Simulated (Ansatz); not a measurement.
**Ionic part of the dielectric constant of HfO2 at 25 GPa, mode by mode**

Method: DFT PBEsol, scalar-relativistic, plane waves, PAW (Ansatz 0.2.0). Settings: 420 eV plane-wave cutoff, Γ-centred 8×8×8 mesh, fixed occupations. No spin polarisation. Phonons by linear response, acoustic sum rule imposed.

It takes space group Fm-3m (No. 225, cubic). Conventional cell: a = 4.911 Å, b = 4.911 Å, c = 4.911 Å, α = 90.00°, β = 90.00°, γ = 90.00°. Hf (site symmetry m-3m) has 8 O at 2.13 Å as nearest neighbours. Around O (site symmetry -43m) lie 4 Hf at 2.13 Å.

Spin–orbit coupling is left out, which matters for heavy elements. Other phases may be more stable at this pressure.

The primitive cell has V = 29.61 Å³ and ε∞,xx = 5.367. Each polar mode adds Δε = (4.92064×10⁷/V)·S/ν² along x, with S its oscillator strength in e²/amu, ν in cm⁻¹ and V in Å³.

Question: From these modes, find each Δε and ε0,xx.
```csv
ν (cm⁻¹),S_xx (e²/amu)
315.1,1.157
```

Answer:
| ν (cm⁻¹) | Δε |
| --- | --- |
| 315.1 | 19.37 |

The sum is 19.369, so ε0,xx = 24.74; the run's tensor has 24.74.

Question: Where do the longitudinal modes lie for a wave vector along x?

Answer: At 676 cm⁻¹. The Lyddane–Sachs–Teller product Π(ν_LO/ν_TO)² = 4.61 matches ε0/ε∞ = 4.61.

This fluorite-type form isn't the usual stable structure of the compound at low pressure.

Cost: 1 run of about 0.19 core-minutes, on AMD EPYC 9R45 (Zen 5) (shared hosts).